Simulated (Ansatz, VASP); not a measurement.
**One calculation of SrTiO3 (Tausonite), two programs**

Contents of INCAR:

```
SYSTEM = SrTiO3
PREC     = Accurate       ! precision mode
ENCUT    = 600            ! plane-wave cutoff, eV
EDIFF    = 1E-7           ! SCF threshold, eV
ISMEAR   = 0              ! smearing method
SIGMA    = 0.02           ! smearing width, eV
LREAL    = .FALSE.        ! projectors in reciprocal space
LASPH    = .TRUE.         ! aspherical terms in the spheres
NELM     = 80             ! most SCF steps
ALGO     = Normal         ! electronic algorithm
ISIF     = 3              ! what is computed and relaxed
LWAVE    = .FALSE.        ! write WAVECAR
LCHARG   = .FALSE.        ! write CHGCAR
GGA      = PS             ! functional
IBRION   = 2              ! ionic algorithm
NSW      = 100            ! ionic steps
EDIFFG   = -0.005         ! ionic threshold
```

The input KPOINTS:

```
Automatic mesh
0
G
  8 8 8
  0 0 0
```

Contents of POSCAR:

```
SrTiO3
1.0
    3.9052800000      0.0000000000      0.0000000000
    0.0000000000      3.9052800000      0.0000000000
    0.0000000000      0.0000000000      3.9052800000
Sr Ti O
1 1 3
Direct
    0.5000000000      0.5000000000      0.5000000000
    0.0000000000      0.0000000000      0.0000000000
    0.5000000000      0.0000000000      0.0000000000
    0.0000000000      0.5000000000      0.0000000000
    0.0000000000      0.0000000000      0.5000000000
```

Input for Ansatz:

```yaml
crystal:
  lattice:
    - [3.90528, 0.0, 0.0]
    - [0.0, 3.90528, 0.0]
    - [0.0, 0.0, 3.90528]
  atoms:
    - { symbol: Sr, position: [0.5, 0.5, 0.5] }
    - { symbol: Ti, position: [0.0, 0.0, 0.0] }
    - { symbol: O, position: [0.5, 0.0, 0.0] }
    - { symbol: O, position: [0.0, 0.5, 0.0] }
    - { symbol: O, position: [0.0, 0.0, 0.5] }
basis:
  ecutwfc: 420
kpoints:
  mp_grid: { grid: [8, 8, 8] }
hamiltonian:
  xc: pbesol
scf:
  occupations: { method: gaussian, width: 0.02 }
output:
  forces: true
  stress: true
  eigenvalues: true
relax:
  adjacent_minimum: "off"
  f_tol: 0.005
  max_steps: 80
  cell: { stress_tol: 0.05 }
```

Alike in both runs: task relaxation of cell and atoms; functional PBEsol; k mesh 8 × 8 × 8; occupations gaussian, width 0.02 eV; no spin polarisation.

```csv
,VASP,Ansatz
version,VASP 6.6.1,Ansatz 0.2.0
potentials or method,"VASP PAW PBE potentials, release 64 (Sr_sv, Ti_sv, O)","scalar-relativistic, plane waves, PAW"
plane-wave cutoff (eV),600,420
valence electrons in the cell,40,40
```

|  | VASP | Ansatz | Ansatz less VASP |
| --- | --- | --- | --- |
| gap on the k mesh at the Fermi level, each at its own relaxed structure (eV) | 1.82 | 1.85 | +0.036 |
| relaxed volume (Å³/atom) | 11.82 | 11.78 | -0.032 |
| relaxed cell length with the largest relative difference (Å) | 3.895 | 3.891 | -0.0036 |

Caveats: the PAW data sets were made with another functional, which shifts forces and pressure a little (VASP). A k mesh can miss the band edges.
